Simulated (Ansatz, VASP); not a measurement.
**SiC in VASP and in Ansatz**

The input POSCAR:

```
SiC
1.0
    3.0753562516      0.0000000000      0.0000000000
   -1.5376781258      2.6633366395      0.0000000000
    0.0000000000      0.0000000000      5.0481081077
Si C
2 2
Direct
    0.3333333333      0.6666666667     -0.0004084095
    0.6666666667      0.3333333333      0.4995915905
    0.3333333333      0.6666666667      0.3754084095
    0.6666666667      0.3333333333      0.8754084095
```

Contents of INCAR.step1:

```
PREC = Accurate ; ENCUT = 520
ISMEAR = 0 ; SIGMA = 0.01
LREAL = F ; LASPH = T
NELM = 100 ; NBANDS = 16
GGA = PE ; ALGO = Normal
EDIFF = 1E-4 ; LWAVE = T
LCHARG = F
```

The input INCAR.step2:

```
PREC = Accurate ; ENCUT = 520
EDIFF = 1E-6 ; ISMEAR = 0
SIGMA = 0.01 ; LREAL = F
LASPH = T ; NELM = 100
ALGO = Normal ; ISIF = 2
LWAVE = F ; LCHARG = T
METAGGA = R2SCAN ; LMIXTAU = T
LELF = T ; LVHAR = T
NBANDS = 16 ; ISTART = 1
```

The input KPOINTS:

```
Automatic mesh
0
Gamma
  9 9 4
```

Input for Ansatz:

```yaml
crystal:
  lattice:
    - [3.0753562516, 0.0, 0.0]
    - [-1.5376781258, 2.6633366395, 0.0]
    - [0.0, 0.0, 5.0481081077]
  atoms:
    - { symbol: Si, position: [0.3333333333, 0.6666666667, -0.0004084095] }
    - { symbol: Si, position: [0.6666666667, 0.3333333333, 0.4995915905] }
    - { symbol: C, position: [0.3333333333, 0.6666666667, 0.3754084095] }
    - { symbol: C, position: [0.6666666667, 0.3333333333, 0.8754084095] }
kpoints:
  mp_grid: { grid: [9, 9, 4] }
hamiltonian:
  xc: r2scan
scf:
  occupations: { method: fixed }
output:
  optics:
    e_range: [0, 15]
    de: 0.05
    sigma: 0.1
    bands: { spectra_wanted_up_to: 15 }
```

Alike in both runs: task single point; functional r2SCAN; k mesh 9 × 9 × 4; no spin polarisation.

```csv
,VASP,Ansatz
version,VASP 6.6.1,Ansatz 0.2.0
potentials or method,"VASP PAW PBE potentials, release 64 (Si, C)","plane waves, PAW"
plane-wave cutoff (eV),520,500
occupations,"gaussian, width 0.01 eV",fixed
valence electrons in the cell,16,16
```

Ansatz gave:

| Property | Result |
| --- | --- |
| gap on the k mesh at the Fermi level (eV) | 2.65 |

**Question.** What did VASP give for the same quantities?

**Answer.** gap on the k mesh at the Fermi level (eV): 2.66.

Caveats: an odd mesh through Γ misses points on the zone boundary, where band edges often lie. r2SCAN opens gaps a little over a GGA but as a rule still falls short of measured ones.
